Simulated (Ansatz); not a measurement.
## Computed properties of Ta

```
Ta
1.0
     0.00000    3.05330    3.05330
     3.05330    0.00000    3.05330
     3.05330    3.05330    0.00000
Ta
2
Direct
  0.00000 0.00000 0.00000
  0.25000 0.25000 0.25000
```

Atoms are numbered in the order listed.

The structure comes from a relaxation in the same program, started in the diamond type, and has space group Fd-3m. Whether it is a known phase or the ground state wasn't checked.

Spin–orbit coupling is left out, though it moves levels of the heavy atoms by tenths of an eV or more.

Level of theory: DFT, PBE, all-electron LAPW, scalar-relativistic (Ansatz 0.2.0).

Sampling and basis: a Γ-centred 9×9×9 k mesh, Fermi–Dirac smearing of 0.03 eV, basis error target 0.25 meV/atom, no spin polarisation.

```yaml
Pressure_at_this_cell: -0.09 GPa
Volume_per_atom: 192.1 bohr³
```

Q: Predict this quantity. Band gap.

A: none: bands cross the Fermi level, a metal.

Q: Give the computed value. Density of states at the Fermi level (0.2 eV bin).

A: 2.99 states/eV per cell.
